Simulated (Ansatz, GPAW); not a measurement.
# 1,4-phenylene between two Al chains: relaxation, then transmission at several levels, part 2 of 3

Aim: the conductance of 1,4-phenylene between two Al chains after relaxation, and whether geometry, basis or functional moves it most.

GPAW 26.7.0 and Ansatz 0.2.0; Ansatz plane waves; relaxation of the junction with the lead ends held (the session's first sound run).

So far. Step 2 (Relaxing the atoms): The relaxation lowered the energy of the cell by 1.20 eV.

## (3) Plane-wave reference (PBE)

Plane waves give the reference curve, free of the bias of atom-centred orbitals.

This step: Ansatz plane waves; Landauer transmission by layers, zero bias (Ansatz 0.2.0).

input.yaml reads:

```yaml
crystal:
  lattice:
    - [10.7981810155, 0.0, 0.0]
    - [0.0, 9.0, 0.0]
    - [0.0, 0.0, 37.8096518313]
  atoms:
    - { symbol: Al, position: [0.5, 0.5, 0.0317379278] }
    - { symbol: Al, position: [0.5, 0.5, 0.0952137834] }
    - { symbol: Al, position: [0.5, 0.5, 0.158689639] }
    - { symbol: Al, position: [0.5, 0.5, 0.2221654946] }
    - { symbol: Al, position: [0.5, 0.5, 0.2856413502] }
    - { symbol: Al, position: [0.6047166925, 0.4974981523, 0.347642192] }
    - { symbol: Al, position: [0.4851648703, 0.4994260963, 0.4086450484] }
    - { symbol: C, position: [0.4987327596, 0.4990103542, 0.4617973011] }
    - { symbol: H, position: [0.6991654141, 0.493098205, 0.4680823073] }
    - { symbol: H, position: [0.2982702524, 0.5048459831, 0.4679652406] }
    - { symbol: C, position: [0.6097593702, 0.4958088832, 0.4816432721] }
    - { symbol: C, position: [0.3877056453, 0.5022540351, 0.4815955602] }
    - { symbol: C, position: [0.6095993704, 0.4958220223, 0.5186784752] }
    - { symbol: C, position: [0.3875534821, 0.5023756853, 0.5186095505] }
    - { symbol: H, position: [0.6988838355, 0.4932422763, 0.5323088966] }
    - { symbol: H, position: [0.2980194128, 0.5050599327, 0.5321851855] }
    - { symbol: C, position: [0.4984307392, 0.4991645021, 0.5384614089] }
    - { symbol: Al, position: [0.4856669854, 0.4999965419, 0.591620828] }
    - { symbol: Al, position: [0.6053298645, 0.4956203269, 0.6525765226] }
    - { symbol: Al, position: [0.5, 0.5, 0.7143586498] }
    - { symbol: Al, position: [0.5, 0.5, 0.7778345054] }
    - { symbol: Al, position: [0.5, 0.5, 0.841310361] }
    - { symbol: Al, position: [0.5, 0.5, 0.9047862166] }
    - { symbol: Al, position: [0.5, 0.5, 0.9682620722] }
kpoints:
  mp_grid: { grid: [1, 1, 2] }
hamiltonian:
  xc: pbe
scf:
  occupations: { method: fermi_dirac, width: 0.1 }
output:
  transmission:
    leads: [[0, 1]]
    e_range: [-2, 2]
    de: 0.025
    kmesh: [1, 1]
    reduced_basis: true
  write_potential: true
  write_density: true
  volumetric_format: npy
```

Run with:

```bash
> ansatz run input.yaml --threads 4 --pin off --max-ram 8192MiB --backend cpu --events-out ev --progress --plain --runs-dir out
```

Numbers of over 12 decimals in the logs are rounded to 6 here.

The log of the run:

```text
[...]
Crystal: 24 atoms, lattice volume = 3674.479 Å³
Basis set: ecut = 420 eV, 71721 PW (Γ)
Bands: 59, of which v1, the nominal top of the filled ones, is band 35 counted from 1 (34 counted from 0)
Symmetry: 1 space group operations
[...]
k-points: 2
[...]
SCF iter   1: F=—  HF=-9067.402345 eV  |F-HF|=—  |Δ(HF+E_count)|=         —  Δρ=2.27e-3  dr2=2.45e0  ethr=1.77e-3  ⟨swp⟩=19.5  Hψ=892  notcnv=0
[...]
SCF iter  10: F=-9067.241834 eV  HF=-9067.241834 eV  |F-HF|=2.76e-8  |Δ(HF+E_count)|=   9.99e-8  Δρ=9.75e-7  dr2=7.50e-8  ethr=1.43e-10  ⟨swp⟩=12.0  Hψ=407  notcnv=0
SCF 1 converged in 10 iterations: F = -9067.241834 eV  dr2 = 7.50e-8
[...]
transmission: 47 of 282 steps passed
transmission: 94 of 282 steps passed
[...]
transmission: 282 of 282 steps passed
WARN: The output density's exchange-correlation potential varies sharply where the density is thin. Do not read a vacuum level from v_tot or v_xc, or from such a field of the output density. On a cell that repeats whose density bears no net charge and no dipole along the vacuum's axis use v_es (v_loc + v_h of the components); under efield.dipole_correction with no amplitude use v_es + v_field, which holds any externa [...]
SCF converged after 10 iterations
Free energy (F): -9067.241834 eV
[...]
Internal energy: -9066.612329 eV  (E = F + TS)
E sigma→0 (E₀):  -9066.927081 eV
Entropy (-TS):   -0.629505 eV (-26.229 meV/atom)
Fermi energy:    -3.065194 eV
[...]
--- Band table (eV) ---
  k-point 0: bands = [... 31 lower, -3.3951, -3.3017, -3.2280, -3.1655, -2.9846, -2.9162, -2.7881, -2.6771, ... 20 higher]
  k-point 1: bands = [... 31 lower, -3.3979, -3.3112, -3.2238, -3.1366, -2.9902, -2.9847, -2.6707, -2.6652, ... 20 higher]
--- Transmission ---
  basis      : 855 plane waves across, 47 finite elements along
  points     : 1, standing for a mesh of 1 x 1
  filling    : by the input's occupations and mesh, since the crystals that have channels conduct as metals do. If one of these is a semiconductor, that mesh has misplaced its level
  energies   : 161 from -2.000000 to 2.000000 eV about the Fermi level, 0.025000 eV apart; the leads are filled to 0.000000 eV, and channels, transmission and decay are at 0.000000 eV
  crystal 0  : Al1, at the sites [0, 1], period 2.4000 Å, over 24.00 Å; its Hamiltonian steps by up to 3.1 meV
    offset         : up to 0.0000 Å between an atom of the period and one for which it stands
    filled         : 16.6 meV over the level at which it is neutral
    channels       : 2.000000e0 a spin
    conductance    : 1.5945e14 S/m² at 300 K; may be off by some 0.0 % by where its bands' edges are placed, 0.0 % from the distance to neutral
  junction   : crystal 0 to crystal 0, 0.70 to 36.11 Å
    transmission   : 1.183446e-1 a spin
    error estimate : 4.378403e-5 a spin from the reduction of the transverse basis, at the most 7.877994e-4 at 1.575000 eV
    conductance    : 9.7781e12 S/m² at 300 K (9.7763e12 on every other energy)
    error estimate : 0.0 % from the energy spacing and 0.0 % from band edges of the leads and from resonances (wavevectors taken as independent; lower de), 0.0 % from the reduction of the transverse basis, 4.0 % from the steps of its leads' Hamiltonians or their offsets (lay more layers), 10.1 % from the distance to neutral
    resistance     : 9.5998e-2 Ω µm² beyond half of each lead's own
```

Elapsed: 1.9 min, on 4 threads of Arm Neoverse V1, shared host; peak memory 3.2 GiB; 3.5 min of CPU time.

The column dr2 measures how far the density is from self-consistency, as an energy; F and HF (Harris–Foulkes) agree once it is small.

Numbers from this step:

```yaml
free_energy: -9067.2418 eV
lead_level: 0 eV from the Fermi level
transmission_at_the_fermi_level_one_spin: 0.1183
open_channels_of_the_lead_at_the_fermi_level_one_spin: 2
step_of_the_potential_along_the_lead: 3.1 meV
offset_of_the_lead: 0 Å
filling_of_the_lead_less_its_bulk_value_in_size: 16.6 meV
conductance: 0.1226 G₀
```

One spin. Transmission, zone mean against energy, zero at the Fermi level:

```csv
energy (eV),"transmission, zone mean"
-2.000,0.160
-1.900,0.188
-1.800,0.223
-1.700,0.254
-1.650,0.260
-1.600,0.253
-1.500,0.186
-1.400,0.0815
-1.300,0.0145
-1.200,0
-1.100,0
-1.000,0
-0.900,0
-0.800,0
-0.700,0
-0.600,0
-0.500,0
-0.400,1.3e-4
-0.300,0.00533
-0.200,0.0228
-0.100,0.0589
0.000,0.118
0.100,0.217
0.200,0.361
0.300,0.505
0.400,0.580
0.450,0.588
0.500,0.581
0.600,0.543
0.700,0.500
0.800,0.475
0.900,0.477
1.000,0.511
1.100,0.562
1.200,0.635
1.300,0.729
1.400,0.835
1.500,0.938
1.600,1.02
1.700,1.08
1.800,1.11
1.900,1.11
2.000,1.10
```

One spin. Open channels, zone mean against energy, zero at the Fermi level:

```csv
energy (eV),"open channels, zone mean"
-2.000,1
-1.900,1
-1.800,1
-1.700,1
-1.600,1
-1.500,1
-1.400,1
-1.300,1
-1.200,0
-1.100,0
-1.000,0
-0.900,0
-0.800,0
-0.700,0
-0.600,0
-0.500,0
-0.400,1
-0.300,2
-0.200,2
-0.100,2
0.000,2
0.100,2
0.200,2
0.300,2
0.400,2
0.500,2
0.600,2
0.700,2
0.800,2
0.900,2
1.000,3
1.100,3
1.200,3
1.300,3
1.400,3
1.500,3
1.600,3
1.700,3
1.800,3
1.900,3
2.000,3
```

Crystal 0, spin -, k parallel (0, 0); distinct values, listed up to 1.5 1/Å. Table of Im kz of the slowest decaying states by energy, zero at the Fermi level:

```csv
energy (eV),decay 1 (Å⁻¹),decay 2 (Å⁻¹),decay 3 (Å⁻¹),decay 4 (Å⁻¹)
-2.000,0.670,0.672,1.16,1.26
-1.800,0.626,0.629,1.14,1.24
-1.600,0.580,0.583,1.11,1.22
-1.400,0.529,0.532,1.09,1.20
-1.200,0.0370,0.473,0.477,1.07
-1.000,0.0792,0.409,0.413,1.04
-0.800,0.1000,0.333,0.339,1.02
-0.600,0.112,0.234,0.242,0.990
-0.400,0.0463,0.119,0.963,1.08
-0.200,0.121,0.936,1.06,1.13
0.000,0.119,0.907,1.03,1.10
0.200,0.112,0.878,1.01,1.08
0.400,0.101,0.847,0.982,1.06
0.600,0.0832,0.816,0.954,1.03
0.800,0.0525,0.783,0.927,1.01
1.000,0.748,0.898,0.979,1.01
1.200,0.712,0.868,0.951,0.983
1.400,0.674,0.837,0.923,0.955
1.600,0.634,0.805,0.894,0.927
1.800,0.590,0.772,0.864,0.898
2.000,0.544,0.737,0.833,0.868
```

Crystal 0, spin -, k parallel (0, 0). Table of Re kz of states that move upwards by energy, zero at the Fermi level:

```csv
energy (eV),channel 1 (Å⁻¹),channel 2 (Å⁻¹),channel 3 (Å⁻¹)
-2.000,1.13,-,-
-1.900,1.15,-,-
-1.800,1.16,-,-
-1.700,1.18,-,-
-1.600,1.20,-,-
-1.500,1.22,-,-
-1.400,1.24,-,-
-1.300,1.27,-,-
-1.200,-,-,-
-1.100,-,-,-
-1.000,-,-,-
-0.900,-,-,-
-0.800,-,-,-
-0.700,-,-,-
-0.600,-,-,-
-0.500,-,-,-
-0.400,0.0379,-,-
-0.300,0.161,0.172,-
-0.200,0.233,0.240,-
-0.100,0.287,0.293,-
0.000,0.332,0.338,-
0.100,0.372,0.377,-
0.200,0.408,0.413,-
0.300,0.441,0.445,-
0.400,0.472,0.476,-
0.500,0.501,0.505,-
0.600,0.529,0.532,-
0.700,0.555,0.558,-
0.800,0.579,0.582,-
0.900,0.603,0.606,-
1.000,-1.26,0.626,0.629
1.100,-1.24,0.648,0.651
1.200,-1.22,0.670,0.672
1.300,-1.20,0.690,0.693
1.400,-1.19,0.710,0.713
1.500,-1.17,0.730,0.732
1.600,-1.16,0.749,0.751
1.700,-1.15,0.768,0.770
1.800,-1.13,0.786,0.788
1.900,-1.12,0.804,0.805
2.000,-1.11,0.821,0.823
```

The electrostatic potential energy of an electron (with the applied field's), less the Fermi level, planar mean oscillates, so the rows of the table below give means over windows of 2.36 Å about each position, cut where the curve ends. Its first 14 maxima inside the range that stand out by 2 % of the span (Å: eV): 2.4: 3.90, 4.7: 3.90, 7.2: 3.89, 9.6: 3.80, 12.0: 3.72, 14.2: 3.54, 16.7: 3.42, 18.9: 3.20, 21.1: 3.41, 23.6: 3.55, 25.8: 3.72, 28.2: 3.81, 30.6: 3.89, 33.1: 3.90. Its first 14 minima: 1.2: 3.24, 3.5: 3.24, 6.1: 3.24, 8.4: 3.20, 10.8: 3.11, 13.3: 3.10, 15.7: 2.73, 18.0: 1.74, 19.8: 1.74, 22.2: 2.73, 24.5: 3.10, 27.0: 3.11, 29.4: 3.20, 31.8: 3.24.

Table of electrostatic potential energy of an electron (with the applied field's), less the Fermi level, planar mean by z; means over each step:

```csv
z (Å),"electrostatic potential energy of an electron (with the applied field's), less the Fermi level, planar mean (eV)"
1.18,3.52
3.54,3.52
5.90,3.52
8.26,3.48
10.62,3.39
12.98,3.34
15.34,3.06
17.70,2.51
20.06,2.51
22.42,3.06
24.78,3.34
27.14,3.39
29.50,3.47
31.86,3.52
34.22,3.52
36.58,3.50
```

The valence density, planar mean oscillates, so the rows of the table below give means over windows of 3.4 Å about each position, cut where the curve ends. Its maxima inside the range that stand out by 2 % of the span (Å: e/Å³): 2.4: 0.0147, 4.7: 0.0147, 7.1: 0.0147, 9.5: 0.0146, 11.8: 0.0147, 14.5: 0.0154, 17.9: 0.101, 19.9: 0.101, 23.3: 0.0154, 26.0: 0.0147, 28.4: 0.0146, 30.7: 0.0147, 33.1: 0.0147, 35.4: 0.0147. Its first 14 minima: 1.2: 0.0105, 3.5: 0.0105, 5.9: 0.0106, 8.4: 0.0107, 10.6: 0.0107, 13.1: 0.0120, 15.8: 0.00912, 18.9: 0.0542, 22.0: 0.00912, 24.7: 0.0120, 27.2: 0.0107, 29.4: 0.0107, 31.9: 0.0106, 34.3: 0.0105.

Valence density, planar mean against z; means over each step:

```csv
z (Å),"valence density, planar mean (e/Å³)"
1.70,0.0130
5.10,0.0126
8.50,0.0133
11.90,0.0128
15.30,0.0143
18.70,0.0740
22.10,0.0183
25.50,0.0132
28.90,0.0129
32.30,0.0130
35.70,0.0125
```

The largest of the program's own error estimates on the conductance is 10 %. T at the Fermi level is 0.118 of 2 open channels a spin.

## (4) GPAW, dzp

The script solves lead and junction separately, takes H and S in the orbital basis, and joins semi-infinite leads through their self-energies; the dzp basis is the working standard.

This step: GPAW LCAO, PAW setups; Landauer transmission from Green's functions with principal layers (ASE), zero bias (GPAW 26.7.0).

run.py reads:

```python
import json
import numpy as np
from ase import Atoms
from ase.transport.calculators import TransportCalculator
from gpaw import GPAW, FermiDirac
from gpaw.lcao.tools import get_lcao_hamiltonian
from scipy.linalg import eigh

# The junction with lead layers at both ends, along the third cell vector
device = Atoms(
    ['Al', 'Al', 'Al', 'Al', 'Al', 'Al', 'Al', 'C', 'H', 'H', 'C', 'C', 'C', 'C', 'H', 'H', 'C', 'Al', 'Al', 'Al', 'Al', 'Al', 'Al', 'Al'],
    positions=[
        [5.39909, 4.50000, 1.20000],
        [5.39909, 4.50000, 3.60000],
        [5.39909, 4.50000, 6.00000],
        [5.39909, 4.50000, 8.40000],
        [5.39909, 4.50000, 10.80000],
        [6.52984, 4.47748, 13.14423],
        [5.23890, 4.49483, 15.45073],
        [5.38541, 4.49109, 17.46040],
        [7.54971, 4.43788, 17.69803],
        [3.22078, 4.54361, 17.69360],
        [6.58429, 4.46228, 18.21076],
        [4.18652, 4.52029, 18.20896],
        [6.58256, 4.46240, 19.61105],
        [4.18487, 4.52138, 19.60845],
        [7.54667, 4.43918, 20.12641],
        [3.21807, 4.54554, 20.12174],
        [5.38215, 4.49248, 20.35904],
        [5.24432, 4.49997, 22.36898],
        [6.53646, 4.46058, 24.67369],
        [5.39909, 4.50000, 27.00965],
        [5.39909, 4.50000, 29.40965],
        [5.39909, 4.50000, 31.80965],
        [5.39909, 4.50000, 34.20965],
        [5.39909, 4.50000, 36.60965]],
    cell=[[10.79818, 0.0, 0.0], [0.0, 9.0, 0.0], [0.0, 0.0, 37.80965]],
    pbc=True)

# One principal layer of the lead: the first 4 atoms of the device
lead = Atoms(
    ['Al', 'Al', 'Al', 'Al'],
    positions=[
        [5.39909, 4.50000, 1.20000],
        [5.39909, 4.50000, 3.60000],
        [5.39909, 4.50000, 6.00000],
        [5.39909, 4.50000, 8.40000]],
    cell=[[10.79818, 0.0, 0.0], [0.0, 9.0, 0.0], [0.0, 0.0, 9.6]],
    pbc=True)

settings = dict(mode='lcao', basis='dzp', xc='PBE', h=0.2,
                occupations=FermiDirac(0.1), maxiter=250,
                mixer=dict(beta=0.1, nmaxold=8, weight=100.0),
                convergence=dict(density=0.0001))
energies = np.arange(-2, 2 + 1e-9, 0.025)
eta = 0.0001
n1, n2 = 1, 1
# k and -k transmit alike, so half of the mesh across the current serves
mesh = [(i, j) for i in range(n1) for j in range(n2) if (i, j) <= (-i % n1, -j % n2)]
weights = np.array([1 if (i, j) == (-i % n1, -j % n2) else 2 for i, j in mesh]) / (n1 * n2)

# [... helper functions left out ...]
fermi_lead = ground_state(lead, (1, 1, 12), 'lead.txt')
fermi_device = ground_state(device, (1, 1, 2), 'device.txt')
# [... loop over the mesh left out, but for ...]
        # Shift the lead onto the potential of the device's first layer
        shift = ((H[:, 0, 0] - H0[:, 0, 0]) / S0[0, 0]).real.mean()
# [...]
kT = 8.617333e-5 * 300
bias = [0.1, 0.2, 0.5, 1.0, 1.5, 2.0]
# [... integrals and printing left out ...]
```

Run with:

```bash
> OMP_NUM_THREADS=1 OPENBLAS_NUM_THREADS=1 python run.py
```

The log of the run:

```text
basis functions: device 280, principal layer 52
Fermi level: lead -3.3024 eV, device -3.0542 eV; lead shifted by 0.0117 eV
largest coupling past the next layer 1.11e-15 eV, largest misfit of the first layer 0.042 eV
  E-E_F (eV)   T (one spin)  channels
    -2.000    1.5797e-01    1.0000
    -1.975    1.6460e-01    1.0000
    -1.950    1.7178e-01    1.0000
    -1.925    1.7952e-01    1.0000
    -1.900    1.8779e-01    1.0000
    -1.875    1.9655e-01    1.0000
    -1.850    2.0573e-01    1.0000
    -1.825    2.1521e-01    1.0000
    -1.800    2.2482e-01    1.0000
    -1.775    2.3432e-01    1.0000
    -1.750    2.4337e-01    1.0000
    -1.725    2.5157e-01    1.0000
    -1.700    2.5838e-01    1.0000
    -1.675    2.6321e-01    1.0000
    -1.650    2.6533e-01    1.0000
    -1.625    2.6403e-01    1.0000
[...]
1.825    1.0388e+00    3.0000
     1.850    1.0402e+00    3.0000
     1.875    1.0408e+00    3.0000
     1.900    1.0409e+00    3.0000
     1.925    1.0406e+00    3.0000
     1.950    1.0401e+00    3.0000
     1.975    1.0394e+00    3.0000
     2.000    1.0388e+00    3.0000
conductance at 300 K: 0.13772 G0 a cell; thermopower -46.07 uV/K
current from the zero-bias T(E) at 0.1 V: 1.0803 uA
current from the zero-bias T(E) at 0.2 V: 2.2391 uA
current from the zero-bias T(E) at 0.5 V: 6.8425 uA
current from the zero-bias T(E) at 1.0 V: 18.134 uA
current from the zero-bias T(E) at 1.5 V: 28.839 uA
current from the zero-bias T(E) at 2.0 V: 38.402 uA
```

It took 1.8 min on 1 thread; peak memory 1.4 GiB.

This step gave:

```
conductance                                    : 0.1377 G₀
thermopower                                    : -46.07 μV/K
largest coupling past the next principal layer : 1.11e-15 eV
largest misfit of the first principal layer    : 0.04162 eV
shift that aligns the lead                     : 0.01173 eV
basis functions of the junction                : 280
basis functions of a principal layer           : 52
transmission at the Fermi level (one spin)     : 0.1333
```

One spin. The transmission, zone mean by energy, zero at the Fermi level:

```csv
energy (eV),"transmission, zone mean"
-2.000,0.158
-1.800,0.225
-1.650,0.265
-1.600,0.259
-1.400,0.0751
-1.200,1.9e-10
-1.000,4.2e-12
-0.800,1.5e-12
-0.600,2.1e-11
-0.400,9.1e-10
-0.200,0.0252
0.000,0.133
0.200,0.398
0.400,0.619
0.425,0.623
0.600,0.564
0.800,0.487
1.000,0.514
1.200,0.618
1.400,0.790
1.600,0.962
1.800,1.04
2.000,1.04
```

Crossings of the lead's bands, unfolded to its shortest repeat. Table of open channels, zone mean by energy, zero at the Fermi level:

```csv
energy (eV),"open channels, zone mean"
-2.000,1
-1.800,1
-1.600,1
-1.400,1
-1.200,0
-1.000,0
-0.800,0
-0.600,0
-0.400,0
-0.200,2
0.000,2
0.200,2
0.400,2
0.600,2
0.800,2
1.000,3
1.200,3
1.400,3
1.600,3
1.800,3
2.000,3
```

Not self-consistent under bias; the bias window is split evenly. Current through one cell, from the zero-bias transmission against bias:

```csv
bias (V),"current through one cell, from the zero-bias transmission (μA)"
0.100,1.08
0.200,2.24
0.500,6.84
1.000,18.1
1.500,28.8
2.000,38.4
```

The transmission of the three most open eigenchannels by energy, zero at the Fermi level:

```csv
energy (eV),channel 1,channel 2,channel 3
-2.000,0.158,0,0
-1.900,0.188,0,0
-1.800,0.225,0,0
-1.700,0.258,0,0
-1.600,0.259,0,0
-1.500,0.189,0,0
-1.400,0.0751,0,0
-1.300,0.00504,0,0
-1.200,1.9e-10,0,0
-1.100,1.7e-11,0,0
-1.000,4.2e-12,0,0
-0.900,1.9e-12,0,0
-0.800,1.5e-12,0,0
-0.700,2.5e-12,0,0
-0.600,2.1e-11,0,0
-0.500,2.7e-7,0,0
-0.400,7.9e-10,1.2e-10,0
-0.300,0.00496,0.00114,0
-0.200,0.0239,0.00126,0
-0.100,0.0653,0.00130,0
0.000,0.132,0.00126,0
0.100,0.240,0.00116,0
0.200,0.397,0.00107,0
0.300,0.547,0.00105,0
0.400,0.618,0.00114,0
0.500,0.610,0.00141,0
0.600,0.562,0.00198,0
0.700,0.513,0.00315,0
0.800,0.481,0.00570,0
0.900,0.472,0.0123,9.0e-12
1.000,0.486,0.0279,3.9e-5
1.100,0.521,0.0346,1.3e-4
1.200,0.578,0.0391,3.0e-4
1.300,0.655,0.0417,6.1e-4
1.400,0.746,0.0425,0.00119
1.500,0.839,0.0415,0.00228
1.600,0.919,0.0385,0.00428
1.700,0.972,0.0338,0.00778
1.800,0.995,0.0281,0.0133
1.900,0.998,0.0225,0.0204
2.000,0.994,0.0275,0.0176
```

At the Fermi level T is 0.133 against 0.118 in plane waves. Couplings past the next layer reach 1.1e-15 eV, small enough to drop; the matrix elements of the cell's first layer differ from the bulk lead's by up to 0.042 eV. That layer keeps its own values in the calculation, and only beyond it is the lead taken as perfect. The Fermi levels of lead and junction count from different zeros of potential, one for each periodic cell; with both set to zero, the small remaining shift is what aligns them. By hand: G = 0.1377 × 77.48 μS = 10.7 μS, a resistance of 93.7 kΩ; at 0.1 V a linear junction would pass 1.07 μA, and the integral over the bias window gives 1.08 μA. Mott's formula, S = -(π²/3)(k_B²T/e) d ln T/dE, has the prefactor 7.33 μV/K·eV at 300 K; T = 0.1136 at -0.025 eV and 0.1555 at 0.025 eV give a slope of 6.28 per eV and S = -46.0 μV/K, beside -46.1 μV/K from the thermal integral, which interpolates the same grid.

## (5) Single-zeta polarised basis

The second zeta is dropped, the polarisation orbitals stay.

run.py: that of step 4 with these lines changed.

```diff
@@ -50,3 +50,3 @@
 
-settings = dict(mode='lcao', basis='dzp', xc='PBE', h=0.2,
+settings = dict(mode='lcao', basis='szp(dzp)', xc='PBE', h=0.2,
                 occupations=FermiDirac(0.1), maxiter=250,
```

The log of the run:

```text
basis functions: device 196, principal layer 36
Fermi level: lead -3.7774 eV, device -3.5066 eV; lead shifted by 0.0199 eV
largest coupling past the next layer 1.13e-15 eV, largest misfit of the first layer 0.049 eV
  E-E_F (eV)   T (one spin)  channels
    -2.000    6.1952e-02    1.0000
    -1.975    6.2913e-02    1.0000
    -1.950    6.3644e-02    1.0000
[...]
1.975    8.2715e-01    3.0000
     2.000    8.4778e-01    3.0000
conductance at 300 K: 0.13216 G0 a cell; thermopower -49.51 uV/K
current from the zero-bias T(E) at 0.1 V: 1.0394 uA
current from the zero-bias T(E) at 0.2 V: 2.1725 uA
current from the zero-bias T(E) at 0.5 V: 7.032 uA
current from the zero-bias T(E) at 1.0 V: 20.115 uA
current from the zero-bias T(E) at 1.5 V: 33.167 uA
current from the zero-bias T(E) at 2.0 V: 46.057 uA
```

Elapsed: 89 s, on 1 thread; peak memory 1.3 GiB.

Numbers from this step:

- conductance: 0.1322 G₀
- thermopower: -49.51 μV/K
- largest coupling past the next principal layer: 1.13e-15 eV
- largest misfit of the first principal layer: 0.04942 eV
- shift that aligns the lead: 0.01986 eV
- basis functions of the junction: 196
- basis functions of a principal layer: 36
- transmission at the Fermi level (one spin): 0.1270

The conductance, 0.132 G₀, lies 4.0 % below that of the dzp run.

(Continued in part 3 of 3.)

[Logs are printed without paths, hosts, clocks, repeated set-up lines and the standing remarks that a program may print on its own settings, such as how far it seeks lower states.]

[Hosts, paths, dates, database ids (printed as entryN), source tags and the programs' standing remarks are cut or masked in the printed files.]
